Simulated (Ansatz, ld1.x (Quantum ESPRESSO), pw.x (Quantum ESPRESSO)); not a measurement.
vanadium: one change to the TM potential, in the atom and in the fcc crystal

V (Z = 23), norm-conserving Troullier–Martins (Kleinman–Bylander form), made with ld1.x (Quantum ESPRESSO) 7.5 (PBE, scalar-relativistic). Core [Ar], reference 3d3 4s2 4p0. Waves: 4p (bound, empty): rc 3.75 bohr; 3d (bound): rc 2.30 bohr; 4s (bound): rc 2.75 bohr. Local part: the s channel. Core correction: a·sin(br)/r model core inside 1.70 bohr.

Change: wave 4s (bound): rc 2.75 bohr becomes 4s (bound): rc 2.48 bohr.

Cutoffs, loose and tight: the cutoffs (Ry, on a coarse ladder) from which the occupation-weighted sum of valence levels, in a spherical-Bessel basis at the reference potential, stays within 10 and 1 mRy of its value at 400 Ry. They do not see the model core or the augmentation charge, which bear on the density cutoff. Test errors are all-electron minus pseudo excitation energies from the reference, over the configurations 3d3 4s1 4p0; 3d3 4s0 4p0; 3d2 4s0 4p0; 3d3.5 4s1.5 4p0; 3d3 4s1 4p1; 3d3 4s0 4p2; 3d4 4s0 4p0; variants that change the core or the reference have their own tests.

Crystal test: fcc V in pw.x 7.5, no spin, 15³ k-points, Fermi–Dirac smearing 0.01 Ry, cutoffs set for each file from its atomic test. The reference is all-electron LAPW (Ansatz 0.2.0) with the same functional, mesh and smearing; V0 and B0 come from Birch–Murnaghan fits to the pressures at five volumes. Errors are pseudo minus all-electron; Δ is the rms difference of the E(V) curves that follow from these fits, minima aligned, over ±6 % about the mean V0. Mesh and smearing are coarse, so the numbers serve the comparison and aren't converged zero-temperature values; the lattice is a test structure that the element need not adopt.

All-electron: a0 = 3.820 Å (V0 = 13.94 Å³/atom), B0 = 173.4 GPa.

Question: Does the change bring the crystal closer to the all-electron result?

Answer: The mean pressure error goes from +14.07 to +14.66 GPa, a small move against the size of the error. Neither pressure curve crosses zero within the volumes sampled, so no fits are given.

| quantity | base | changed |
| --- | --- | --- |
| outcome (atom) | generated | generated |
| cutoff, loose (atom) | 45 Ry | 45 Ry |
| cutoff, tight (atom) | 55 Ry | 55 Ry |
| bound ghosts (atom) | none | none |
| largest test error (meV) (atom) | -288 over the solved tests; 1 of 7 tests not solved or not reliable | -272 |
| cutoffs in pw.x (Ry) | 70/280 | 70/280 |
| mean pressure error (GPa) | +14.07 | +14.66 |

Base: The largest radius (3.75 bohr) exceeds half the bond length (2.55 bohr), so the spheres overlap, which is one possible source of error among others. This is a poor potential for the solid. Atomic configuration tests: 1 of 7 tests not solved or not reliable. Changed file: The largest radius (3.75 bohr) exceeds half the bond length (2.55 bohr), so the spheres overlap, which is one possible source of error among others. This is a poor potential for the solid. The atomic cutoffs weigh occupied waves only.
